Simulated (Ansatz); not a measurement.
## PbS in Ansatz: convergence with k mesh

Input of the first run (k mesh 2 × 2 × 2); the others differ in this setting and in those tied to it:

Contents of input.yaml:

```yaml
crystal:
  lattice:
    - [3.653659, 0.0, 0.0]
    - [0.0, 3.653659, 0.0]
    - [0.0, 0.0, 3.653659]
  atoms:
    - { symbol: Pb, position: [0.0, 0.0, 0.0] }
    - { symbol: S, position: [0.5, 0.5, 0.5] }
hamiltonian:
  xc: pbe
  pseudopotentials: { kind: paw, source: jth }
kpoints:
  mp_grid: { grid: [2, 2, 2] }
scf:
  occupations: { method: fermi_dirac, width: 0.05 }
output:
  forces: true
  stress: true
  eigenvalues: true
```

Potentials or basis: JTH PAW.

Run with:

```bash
$ ansatz run input.yaml --threads 2 --pin off --max-ram 5632MiB --backend cpu --events-out ev --progress --plain --runs-dir out
```

Measurements of this composition are mostly on another form, of space group No. 225.

Hardware: 2 threads of Arm Neoverse V2 (shared host).

Task: The values tried are 2 × 2 × 2, 3 × 3 × 3, 4 × 4 × 4, 5 × 5 × 5, 7 × 7 × 7, 8 × 8 × 8, 10 × 10 × 10, 12 × 12 × 12, loosest first. From which on does the pressure stay within 0.1 GPa of the tightest run that finished?

Result: From 7 × 7 × 7 on.

| k mesh | energy less the tightest run, at zero smearing (meV/atom) | pressure (GPa) | gap on the mesh (eV) | SCF cycles | CPU time (s) | peak memory (GiB) |
| --- | --- | --- | --- | --- | --- | --- |
| 2 × 2 × 2 | 618.69 | -3.60 | 0.000 | 8 | 1.9 | 0.41 |
| 3 × 3 × 3 | -11.08 | -0.21 | 1.903 | 7 | 1.8 | 0.41 |
| 4 × 4 × 4 | 39.05 | -0.39 | 0.000 | 6 | 3.2 | 0.45 |
| 5 × 5 × 5 | 2.50 | 0.21 | 0.463 | 7 | 3.4 | 0.45 |
| 7 × 7 × 7 | 2.92 | 0.03 | - | 7 | 5.9 | 0.51 |
| 8 × 8 × 8 | 0.64 | -0.03 | 0.000 | 7 | 9.6 | 0.57 |
| 10 × 10 × 10 | -0.11 | 0.00 | 0.000 | 7 | 18 | 0.65 |
| 12 × 12 × 12 | 0.00 | 0.03 | 0.000 | 7 | 26 | 0.77 |

Against the tightest run, the energy stays within 1 meV/atom from 8 × 8 × 8 on; the gap on the mesh stays within 0.01 eV from 8 × 8 × 8 on. Meshes of other sizes hit other points, so gaps and Fermi surfaces needn't settle smoothly. The tightest run that finished is the yardstick and may itself not be fully converged.

The run has no spin-orbit coupling, so splittings on Pb are missing.
